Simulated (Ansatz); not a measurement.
A plane-wave DFT run in Ansatz 0.2.0 (scalar-relativistic PAW potentials unless the input names others): input and command.

```yaml
crystal:
  lattice:
    - [3.053634299, 0.0, 0.0]
    - [-1.5268171495, 2.6445248768, 0.0]
    - [0.0, 0.0, 5.1954896389]
  atoms:
    - { symbol: C, position: [0.6666666667, 0.3333333333, 0.058355367] }
    - { symbol: C, position: [0.3333333333, 0.6666666667, 0.558355367] }
    - { symbol: C, position: [0.6666666667, 0.3333333333, 0.441644633] }
    - { symbol: C, position: [0.3333333333, 0.6666666667, 0.941644633] }
kpoints:
  mp_grid: { grid: [12, 12, 6] }
hamiltonian:
  xc: pbe
scf:
  occupations: { method: gaussian, width: 0.02 }
  algorithm: density_mixing
output:
  forces: true
  eigenvalues: true
  stress: true
accuracy: high
```

```bash
ansatz run input.yaml --threads 1 --pin off --max-ram 1331MiB --backend cpu --events-out ev --progress --plain --runs-dir out
```

Abridged log:
```
Pseudopotentials: kind: paw
Pseudopotential: C, paw, valence charge 4, recommended cutoff 420 eV (normal)
Functional definition: PBE
Crystal: 4 atoms, lattice volume = 41.956 Å³
Basis set: ecut = 420 eV, 809 PW (Γ), exchange–correlation on 50×50×90 points (8 copies of the dense FFT grid, shifted against one another)
Bands: 12, of which v1, the nominal top of the filled ones, is band 8 counted from 1 (7 counted from 0)
Symmetry: 24 space group operations
Space group: P63/mmc (ITA 194), of the structure as read, at distance tolerance 3.5e-5 Å
k-points: 76 of 864
Initial density: superposition of atomic densities (neutral atoms: chi_scale 0, normalization atom), corrected by the library's trained network
Initial wavefunctions: pseudopotential atomic-orbital guess
Functional: x = pbe(κ = 0.804, μ = 0.21951497), c = pbe(β = 0.06672455)
SCF iter   1: F=—  HF=-995.386538 eV  |F-HF|=—  |Δ(HF+E_count)|=         —  Δρ=2.70e-3  dr2=1.97e-3  ethr=1.77e-3  ⟨swp⟩=4.2  Hψ=4348  notcnv=0
SCF iter   2: F=—  HF=-995.386791 eV  |F-HF|=—  |Δ(HF+E_count)|=   2.53e-4  Δρ=1.32e-3  dr2=3.90e-4  ethr=1.23e-5  ⟨swp⟩=2.2  Hψ=2396  notcnv=0
SCF iter   3: F=—  HF=-995.387942 eV  |F-HF|=—  |Δ(HF+E_count)|=   1.15e-3  Δρ=1.40e-4  dr2=6.52e-6  ethr=2.44e-6  ⟨swp⟩=2.0  Hψ=1818  notcnv=0
SCF iter   4: F=—  HF=-995.387967 eV  |F-HF|=—  |Δ(HF+E_count)|=   2.48e-5  Δρ=2.98e-5  dr2=2.88e-7  ethr=4.08e-8  ⟨swp⟩=2.0  Hψ=1510  notcnv=0
SCF iter   5: F=-995.387968 eV  HF=-995.387968 eV  |F-HF|=7.15e-10  |Δ(HF+E_count)|=   7.48e-7  Δρ=3.80e-6  dr2=4.79e-9  ethr=1.80e-9  ⟨swp⟩=2.0  Hψ=1520  notcnv=0
SCF iter   6: F=-995.387968 eV  HF=-995.387968 eV  |F-HF|=1.02e-10  |Δ(HF+E_count)|=   1.55e-9  Δρ=6.01e-7  dr2=8.07e-11  ethr=3.00e-11  ⟨swp⟩=1.6  Hψ=2775  notcnv=0
SCF iter   7: F=-995.387968 eV  HF=-995.387968 eV  |F-HF|=5.68e-13  |Δ(HF+E_count)|=  1.13e-10  Δρ=3.05e-8  dr2=1.84e-13  ethr=1.00e-12  ⟨swp⟩=4.0  Hψ=2983  notcnv=0
SCF 1 converged in 7 iterations: F = -995.387968 eV  dr2 = 1.84e-13
SCF converged after 7 iterations
Free energy (F): -995.387968 eV
Harris-Foulkes:  -995.387968 eV  (|F-HF|=5.68e-13)
Internal energy: -995.387968 eV  (E = F + TS)
E sigma→0 (E₀):  -995.387968 eV
Fermi energy:    5.803918 eV
--- Forces (eV/Å), atoms counted from 1 ---
  atom   1  C      0.00000000     0.00000000    -0.25890814
  atom   2  C      0.00000000     0.00000000    -0.25890814
  atom   3  C      0.00000000     0.00000000     0.25890814
  atom   4  C      0.00000000     0.00000000     0.25890814
--- Stress (GPa, compression-positive) ---
      -77.562684       0.000000       0.000000
        0.000000     -77.562684       0.000000
        0.000000       0.000000     -73.069364
  P = ⅓ Tr σ = -76.0649 GPa (-760.649 kbar)
```

Apart from outputs and empty bands, the input differs from a reference run on usual settings in scf.algorithm: not typed → "density_mixing"; accuracy: not typed → "high"; basis.ecutwfc: 420 → not typed. The reference, at the same geometry (not necessarily relaxed), gave pressure -76.06 GPa, largest force 0.259 eV/Å, gap on the mesh 1.55 eV. This run converged in 7 SCF iterations (reference: 6) with an energy at zero smearing within 0.01 meV/atom of the reference's, pressure -76.06 GPa, largest force 0.259 eV/Å, gap on the mesh 1.55 eV.